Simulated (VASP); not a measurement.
Here is a VASP 6.6.1 calculation.

File INCAR:

```
PREC = Accurate
ENCUT = 520
EDIFF = 1E-6
ISMEAR = 0
SIGMA = 0.05
LREAL = Auto
LASPH = True
NELM = 100
ALGO = Fast
ISIF = 2
LWAVE = False
LCHARG = True
GGA = PS
LELF = True
LVHAR = True
NBANDS = 86
```

File KPOINTS:

```
Automatic mesh
0
Gamma
  3 3 3
```

The input POSCAR:

```
S
1.0
    0.0000000000      6.0153880483     -5.8370511382
    5.2094788634     -3.0076940241     -5.8370511382
   -5.2094788634     -3.0076940241     -5.8370511382
S
23
Direct
    0.5597394312      0.4483351481      0.2100741752
    0.3053130652      0.1958166746      0.9476356872
    0.0564522886      0.9407345964      0.7018440880
    0.7033502382      0.4386367824      0.8292197345
    0.4378105811      0.2052421349      0.5545619335
    0.1993593508      0.9554743305      0.2995279052
    0.9397822822      0.7028321682      0.0514205264
    0.5003134353      0.7762467957      0.6617496862
    0.2031660291      0.5615840659      0.4418846859
    0.9567269237      0.3050338131      0.1918327700
    0.7032289152      0.0529855396      0.9395141695
    0.4614679645      0.5510517908      0.7927702956
    0.1906605526      0.3140577622      0.5414535775
    0.9504921403      0.0561785611      0.2934592457
    0.6925452559      0.8045894873      0.0409427712
    0.7393833533      0.7025320408      0.4965401372
    0.3135663523      0.5533331558      0.1947032116
    0.0560781084      0.2982908810      0.9421478986
    0.8091912467      0.0467573346      0.6912967341
    0.7755444432      0.4533998870      0.5697945822
    0.5447791368      0.2001933880      0.3077722601
    0.2989661044      0.9471749724      0.0504438976
    0.0462069275      0.6929636347      0.8039026291
```

Potentials or basis: VASP PAW PBE potentials, release 64 (S).

The run is started by

```bash
$ cat potpaw_PBE.64/S/POTCAR > POTCAR
$ mpirun -np 1 vasp_std > vasp.out
```

**Question.** Estimate the band gap on the k mesh.

**Answer.** 1.70 eV, indirect (least direct gap 1.76 eV).

**Question.** What does it give for the pressure?

**Answer.** -0.3 GPa.

Forces in eV/Å, atoms in the order of the input:
```
S   -0.059 -0.062  0.069
S   -0.048 -0.055  0.056
S   -0.054 -0.055  0.059
S    0.089 -0.023  0.067
S    0.074 -0.026  0.064
S    0.080 -0.014  0.060
S    0.075 -0.015  0.066
S   -0.084  0.050  0.044
S   -0.009  0.074  0.060
S   -0.027  0.075  0.068
S   -0.016  0.077  0.058
S    0.054  0.062 -0.089
S    0.040  0.069 -0.057
S    0.051  0.056 -0.065
S    0.046  0.053 -0.060
S   -0.101 -0.008  0.049
S   -0.083  0.010 -0.057
S   -0.081  0.013 -0.066
S   -0.077  0.014 -0.062
S    0.050 -0.081 -0.074
S    0.038 -0.062 -0.068
S    0.015 -0.078 -0.061
S    0.026 -0.074 -0.062
```

Caveat: the PAW data sets were made with another functional, which shifts forces and pressure a little.
